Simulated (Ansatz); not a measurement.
**Fitting the PBEsol energy curve of ScAl3**

```
Sc Al
1.0
     4.08781    0.00000    0.00000
     0.00000    4.08781    0.00000
     0.00000    0.00000    4.08781
Sc Al
1 3
Direct
  0.00000 0.00000 0.00000
  0.50000 0.50000 0.00000
  0.00000 0.50000 0.50000
  0.50000 0.00000 0.50000
```

The cell is a database's computed one, not the measured one.

The cell was scaled at fixed shape and fractions and run with Ansatz, Ansatz PAW, cutoff 420 eV; PBEsol, k mesh 7 × 7 × 7 on the cell of 4 atoms, fermi-dirac occupations of 0.05 eV, no spin polarisation, no spin-orbit coupling. The potentials were made for PBE. Energies are those that the program minimises, any entropy of the smearing included. For a metal such a mesh isn't converged to the digits shown.

| V (Å³/atom) | energy over the lowest row (meV/atom) |
| --- | --- |
| 16.0524 | 12.028 |
| 16.3939 | 3.718 |
| 16.7354 | 0.000 |
| 17.0770 | 0.439 |
| 17.4185 | ? |
| 17.7601 | 12.207 |
| 18.1016 | 22.836 |

Fit the third-order Birch-Murnaghan form, give V0, B0 and B′, and predict the energy left open.

With y = (V0/V)^(2/3), E = E0 + (9 V0 B0/16) [(y - 1)³ B′ + (y - 1)² (6 - 4y)]. Least squares through the rows shown give V0 = 16.8669 Å³/atom, E0 = -0.298 meV, B0 = 92.40 GPa (1 eV/Å³ = 160.218 GPa) and B′ = 4.05, with a largest miss of 0.004 meV. At V = 17.4185 the form with these constants gives 4.629 meV; the run gave 4.636 meV an atom. Other set-ups at this level, from all their volumes (Å³/atom, GPa): Ansatz, all-electron LAPW, scalar-relativistic: V0 16.862, B0 92.06. Measured volume: 17.27 Å³/atom at 300 K (pmc:8067998, doi:10.3390/ma14081837), so the fit lies -2.3 % from it. Measured modulus: 91.5 GPa at 298 K (pmc:8067998, doi:10.3390/ma14081837), so the fit lies +1.0 % from it. The runs are for a static lattice.
